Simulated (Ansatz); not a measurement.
## Ge: equation of state with LDA

**Measured values to compare with.**

From “Sub-monolayer structures of Ag overlayers on Ge(111): experimental observations and first-principles study”, 2019, arxiv:1908.00180, for a bulk crystal of Ge: bulk modulus 75.8 GPa.

Crystal: Ge.

```
CELL_PARAMETERS angstrom
0.00000 2.82891 2.82891
2.82891 0.00000 2.82891
2.82891 2.82891 0.00000
ATOMIC_POSITIONS crystal
Ge 0.75000 0.75000 0.75000
Ge 0.50000 0.50000 0.50000
```

```
Program             : Ansatz 0.2.0
Task                : equation of state
Functional          : LDA
Potentials or basis : all-electron LAPW, scalar-relativistic
Basis error allowed : 0.001 eV/atom
k mesh              : 8 × 8 × 8
Occupations         : fermi-dirac, width 0.05 eV
Spin                : no spin polarisation
```

```yaml
Equilibrium_volume: 22.22 Å³/atom
Bulk_modulus: 70 GPa
Pressure_derivative_of_the_bulk_modulus: 4.4
```

Energy against volume, from the lowest point:
| volume (Å³/atom) | energy (meV/atom) |
| --- | --- |
| 21.281 | 9.32 |
| 21.733 | 2.35 |
| 22.186 | 0.00 |
| 22.639 | 1.66 |
| 23.092 | 6.99 |
| 23.545 | 15.63 |
| 23.997 | 27.18 |

All runs of the series together: 92 s on 1 thread of AMD EPYC (Zen 3), on a shared host.

Against the measured bulk modulus of Ge, 75.8 GPa (quoted in “Sub-monolayer structures of Ag overlayers on Ge(111): experimental observations and first-principles study”, 2019, arxiv:1908.00180), the calculated 70 GPa is off by -7.4 %. The fit is for a static lattice scaled at fixed shape and fixed fractional positions. The cell as given is a measured one (22.64 Å³/atom); LDA puts the equilibrium volume -1.9 % from it, thermal expansion not counted.
